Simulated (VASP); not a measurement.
# P (P1) in VASP: convergence with PREC

Aim: find how far PREC must go before the results for P settle, at PBE. This setting moves, with any that are tied to it; all else stays.

Program: VASP 6.6.1. These are calculated values, not measurements. Logs are shortened: lines on timing, memory, paths and dates and some standing lists are left out, and cuts for length are marked.

### Step 1. The cell of the first run

The typed cell holds 8 atoms: a = 6.460 Å, b = 6.460 Å, c = 5.581 Å, α = 90.18°, β = 90.18°, γ = 83.28°.

This isn't the form of P at room conditions, which is orthorhombic.

The cell isn't the ideal one: atoms moved at random, drawn with an rms of 0.02 Å.

### Step 2. With PREC Low

Input file INCAR:

```
SYSTEM = P
PREC = Low
ENCUT = 520
EDIFF = 1E-6
ISMEAR = 0
SIGMA = 0.02
LREAL = .False.
LASPH = .True.
NELM = 80
ALGO = Fast
ISIF = 2
LWAVE = .False.
LCHARG = .False.
GGA = PE
```

Input file KPOINTS:

```
Automatic mesh
0
Gamma
  3 3 4
  0 0 0
```

Input file POSCAR:

```
P
1.0
    4.8279678941     -4.2924736644      0.0000000000
    4.8279678941      4.2924736644      0.0000000000
   -0.0237225834      0.0000000000      5.5806204931
P
8
Direct
    0.7733260000      0.5195390000      0.2501280000
    0.4812320000      0.2265320000      0.7470430000
    0.2268390000      0.4807170000      0.7472340000
    0.5193920000      0.7739040000      0.2554660000
    0.2819770000      0.2863420000      0.4282600000
    0.7138260000      0.7156310000      0.5708300000
    0.1551340000      0.1591200000      0.7489440000
    0.8432460000      0.8434980000      0.2485450000
```

Potentials or basis: VASP PAW PBE potentials, release 64 (P).

Started as:

```console
cat potpaw_PBE.64/P/POTCAR > POTCAR
mpirun -np 1 vasp_std > vasp.out
```

OUTCAR:

```text
SYSTEM = P
   PREC = Low
   ENCUT = 520
   EDIFF = 1E-6
   ISMEAR = 0
   LREAL = .False.
   LASPH = .True.
   NELM = 80
   ISIF = 2
   GGA = PE

 Found     19 irreducible k-points:

 Following reciprocal coordinates:
            Coordinates               Weight
  0.000000  0.000000  0.000000      1.000000
  0.333333  0.000000  0.000000      2.000000
  0.000000 -0.333333 -0.000000      2.000000
  0.333333  0.333333  0.000000      2.000000
 -0.333333  0.333333  0.000000      2.000000
  0.000000  0.000000  0.250000      2.000000
   k-points           NKPTS =     19   k-points in BZ     NKDIM =     19   number of bands    NBANDS=     25
   number of dos      NEDOS =    301   number of ions     NIONS =      8
   total plane-waves  NPLWV =  41472
   dimension x,y,z NGX =    36 NGY =   36 NGZ =   32
   dimension x,y,z NGXF=    36 NGYF=   36 NGZF=   32
   ions per type =               8
   NGX,Y,Z   is equivalent  to a cutoff of   9.26,  9.26,  9.53 a.u.
   NGXF,Y,Z  is equivalent  to a cutoff of   9.26,  9.26,  9.53 a.u.
 SYSTEM =  P
   PREC   = low       normal or accurate (medium, high low for compatibility)
   ISTART =      0    job   : 0-new  1-cont  2-samecut
   ICHARG =      2    charge: 1-file 2-atom 10-const
   ISPIN  =      1    spin polarized calculation?
   LNONCOLLINEAR =      F non collinear calculations
   LSORBIT =      F    spin-orbit coupling
   LASPH  =      T    aspherical Exc in radial PAW
   ENCUT  =  520.0 eV  38.22 Ry    6.18 a.u.  12.01 12.01 10.38*2*pi/ulx,y,z
   NELM   =     80;   NELMIN=  2; NELMDL= -5     # of ELM steps
   EDIFF  = 0.1E-05   stopping-criterion for ELM
   LREAL  =      F    real-space projection
[... 7 lines left out ...]
   TEBEG  =    0.0;   TEEND  =   0.0 temperature during run
[... 27 lines left out ...]
   NGX = 25   NGY = 25   NGZ = 21

 number of electron      40.0000351 magnetization

 Free energy of the ion-electron system (eV)
  ---------------------------------------------------
  ext. energy  EPLUGINS =         0.00000000
  ---------------------------------------------------
  free energy    TOTEN  =       -42.10542253 eV

  energy without entropy =      -42.10542253  energy(sigma->0) =      -42.10542253

 E-fermi :   0.8907     XC(G=0):  -7.7400

 val. band max:        0.7626485062   @ k =   0.3333   0.0000   0.5000
 cond. band min:       3.8856549255   @ k =   0.0000   0.0000   0.0000
 fundamental gap:      3.1230064193
 Fermi energy:         0.8906782012

 k-point     1 :       0.0000    0.0000    0.0000
  band No.  band energies     occupation
      1     -13.5305      2.00000
      2     -13.3284      2.00000
      3      -6.8274      2.00000
      4      -6.7548      2.00000
      5      -6.5641      2.00000
      6      -6.4505      2.00000
[... 157 lines left out ...]
     24       5.2535      0.00000
     25       5.5963      0.00000

 [... further k-points ...]
[... 5 lines left out ...]
  --------------------------------------------------------------------------------------
  -------------------------------------------------------------------------------------
  Total        1.8208637      2.2609448      2.3426921      0.1938050     -0.1686557     -0.1085652
  in kB       12.6125682     15.6608760     16.2271144      1.3424284     -1.1682269     -0.7519978
  external PRESSURE =      14.8335195 kB  Pullay stress =       0.0000000 kB

 VOLUME and BASIS-vectors are now :
 -----------------------------------------------------------------------------
  energy-cutoff  :      520.00
  volume of cell :      231.30
      direct lattice vectors                 reciprocal lattice vectors
     4.827967894 -4.292473664  0.000000000     0.103563240 -0.116482951  0.000440236
     4.827967894  4.292473664  0.000000000     0.103563240  0.116482951  0.000440236
    -0.023722583  0.000000000  5.580620493     0.000000000  0.000000000  0.179191544

 POSITION                                       TOTAL-FORCE (eV/Angst)
 -----------------------------------------------------------------------------------
      6.23598     -1.08937      1.39587        -0.111532     -0.302322     -0.022772
      3.39934     -1.09329      4.16896        -0.011696     -0.233133      0.005569
      3.39833      1.08976      4.17003         0.272830      0.469112      0.195137
      6.23793      1.09249      1.42566        -0.213616      0.503600     -0.370324
      2.73367      0.01874      2.38996         0.116438     -0.114468     -0.476212
      6.88783      0.00775      3.18559         0.084876     -0.217079      0.480906
      1.49944      0.01711      4.17957        -0.400639     -0.122731      0.293751
      8.13765      0.00108      1.38704         0.263339      0.017021     -0.106057
 -----------------------------------------------------------------------------------
    total drift:                               -0.000456      0.000923      0.000274

  FREE ENERGIE OF THE ION-ELECTRON SYSTEM (eV)
  ---------------------------------------------------
  free  energy   TOTEN  =       -42.1054225348 eV

  energy  without entropy=      -42.1054225348  energy(sigma->0) =      -42.10542253
```

OSZICAR:

```text
N       E                     dE             d eps       ncg     rms          rms(c)
DAV:   1     0.196441784324E+03    0.19644E+03   -0.15807E+04   950   0.130E+03
DAV:   2    -0.283009430392E+02   -0.22474E+03   -0.22015E+03  1315   0.213E+02
DAV:   3    -0.431637988529E+02   -0.14863E+02   -0.14825E+02  1129   0.607E+01
[... 14 lines left out ...]
RMM:  18    -0.421054510818E+02    0.49274E-04   -0.49161E-05  1340   0.238E-02    0.350E-02
RMM:  19    -0.421054271107E+02    0.23971E-04   -0.64745E-05  1417   0.243E-02    0.185E-02
RMM:  20    -0.421054256029E+02    0.15078E-05   -0.22216E-06   757   0.856E-03    0.144E-02
RMM:  21    -0.421054228667E+02    0.27362E-05   -0.12596E-05  1097   0.109E-02    0.480E-03
RMM:  22    -0.421054225348E+02    0.33194E-06   -0.43303E-06   993   0.730E-03
   1 F= -.42105423E+02 E0= -.42105423E+02  d E =-.100052E-20
```

Wall time 40 s (1 thread of Intel Xeon Platinum 8559C (Emerald Rapids), shared host); peak memory 0.18 GiB.

What came out:

```
Free energy            : -42.1054 eV
Pressure               : 1.5 GPa
Largest force          : 0.661 eV/Å
Band gap on the k mesh : 3.12 eV, indirect (least direct gap 3.40 eV)
```

### Step 3. With PREC Medium

INCAR, as its differences from that of step 2:

```diff
@@ -1,3 +1,3 @@
 SYSTEM = P
-PREC = Low
+PREC = Medium
 ENCUT = 520
```

KPOINTS is that of step 2.

POSCAR is that of step 2.

Potentials or basis: VASP PAW PBE potentials, release 64 (P).

Started as:

```console
cat potpaw_PBE.64/P/POTCAR > POTCAR
mpirun -np 1 vasp_std > vasp.out
```

Wall time 37 s (1 thread of Intel Xeon Platinum 8559C (Emerald Rapids), shared host); peak memory 0.18 GiB.

What came out:

```yaml
Free_energy: -42.1052 eV
Pressure: 1.5 GPa
Largest_force: 0.657 eV/Å
Band_gap_on_the_k_mesh: 3.12 eV, indirect (least direct gap 3.40 eV)
```

### Step 4. With PREC Single

INCAR, as its differences from that of step 3:

```diff
@@ -1,3 +1,3 @@
 SYSTEM = P
-PREC = Medium
+PREC = Single
 ENCUT = 520
```

KPOINTS is that of step 3.

POSCAR is that of step 3.

Started as:

```console
cat potpaw_PBE.64/P/POTCAR > POTCAR
mpirun -np 1 vasp_std > vasp.out
```

Run time: 68 s. Hardware: 1 thread of Intel Xeon Platinum 8559C (Emerald Rapids), shared host; peak memory 0.19 GiB.

Results:

* Free energy: -42.1052 eV
* Pressure: 1.5 GPa
* Largest force: 0.662 eV/Å
* Band gap on the k mesh: 3.12 eV, indirect (least direct gap 3.40 eV)

### Step 5. With PREC Normal

INCAR, as its differences from that of step 4:

```diff
@@ -1,3 +1,3 @@
 SYSTEM = P
-PREC = Single
+PREC = Normal
 ENCUT = 520
```

KPOINTS is that of step 4.

POSCAR is that of step 4.

Started as:

```console
cat potpaw_PBE.64/P/POTCAR > POTCAR
mpirun -np 1 vasp_std > vasp.out
```

Wall time 37 s (1 thread of Intel Xeon Platinum 8559C (Emerald Rapids), shared host); peak memory 0.23 GiB.

Results:

* Free energy: -42.1051 eV
* Pressure: 1.5 GPa
* Largest force: 0.660 eV/Å
* Band gap on the k mesh: 3.12 eV, indirect (least direct gap 3.40 eV)

### Step 6. With PREC High

INCAR, as its differences from that of step 5:

```diff
@@ -1,3 +1,3 @@
 SYSTEM = P
-PREC = Normal
+PREC = High
 ENCUT = 520
```

KPOINTS is that of step 5.

POSCAR is that of step 5.

Potentials or basis: VASP PAW PBE potentials, release 64 (P).

Started as:

```console
cat potpaw_PBE.64/P/POTCAR > POTCAR
mpirun -np 1 vasp_std > vasp.out
```

It took 68 s on 1 thread of Intel Xeon Platinum 8559C (Emerald Rapids), shared host; peak memory 0.2 GiB.

What came out:

```yaml
Free_energy: -42.1051 eV
Pressure: 1.5 GPa
Largest_force: 0.658 eV/Å
Band_gap_on_the_k_mesh: 3.12 eV, indirect (least direct gap 3.40 eV)
```

### Step 7. With PREC Accurate

INCAR, as its differences from that of step 6:

```diff
@@ -1,3 +1,3 @@
 SYSTEM = P
-PREC = High
+PREC = Accurate
 ENCUT = 520
```

KPOINTS is that of step 6.

POSCAR is that of step 6.

Started as:

```console
cat potpaw_PBE.64/P/POTCAR > POTCAR
mpirun -np 1 vasp_std > vasp.out
```

Wall time 76 s (1 thread of Intel Xeon Platinum 8559C (Emerald Rapids), shared host); peak memory 0.32 GiB.

It converged, with:

* Free energy: -42.1052 eV
* Pressure: 1.5 GPa
* Largest force: 0.659 eV/Å
* Band gap on the k mesh: 3.12 eV, indirect (least direct gap 3.40 eV)

### Step 8. Result

| PREC | energy less the tightest run, at zero smearing (meV/atom) | largest force (eV/Å) | SCF cycles | CPU time (s) | peak memory (GiB) |
| --- | --- | --- | --- | --- | --- |
| Low | -0.03 | 0.661 | 22 | 40 | 0.18 |
| Medium | 0.00 | 0.657 | 20 | 36 | 0.18 |
| Single | 0.00 | 0.662 | 20 | 67 | 0.19 |
| Normal | 0.01 | 0.660 | 20 | 36 | 0.23 |
| High | 0.01 | 0.658 | 20 | 67 | 0.2 |
| Accurate | 0.00 | 0.659 | 20 | 75 | 0.32 |

Against the tightest run, the energy stays within 1 meV/atom from Low on; the largest force stays within 0.005 eV/Å from Low on. The tightest run that finished is the yardstick and may itself not be fully converged.

Caveats: an odd mesh through Γ misses points on the zone boundary, where band edges often lie.
